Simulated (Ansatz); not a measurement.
A 2-atom cell of LiH started from a crystallographic database with hydrogen sites as listed (r2SCAN+rVV10 geometry), in Ansatz:

```
Li H
1.0
     0.00000    1.99847    1.99847
     1.99847    0.00000    1.99847
     1.99847    1.99847    0.00000
Li H
1 1
Direct
  0.00000 0.00000 0.00000
  0.50000 0.50000 0.50000
```

G0W0@PBE with 87 empty bands, a screening cutoff of 180 eV and an 8×8×8 mesh (PAW, contour deformation) gives 4.854 eV over the mesh points, from a PBE gap of 2.979 eV; it sums over 89 bands with 89 plane waves in the screening and a wave cutoff of 420 eV. G0W0 values are finite-basis, finite-mesh values. (Simulation; spin polarisation is off.)

(1) Estimate the gap with starting point HSE06.

(2) Estimate the gap with mesh 10×10×10, empty bands 25, screening cutoff 80 eV.

(3) Estimate the gap with frequency model Godby-Needs pole.

## Answers

(1) 5.461 eV (+0.607 eV), from a Kohn-Sham gap of 3.966 eV.

(2) 4.680 eV (-0.174 eV), from a Kohn-Sham gap of 2.979 eV.

(3) 4.865 eV (+0.011 eV), from a Kohn-Sham gap of 2.979 eV.
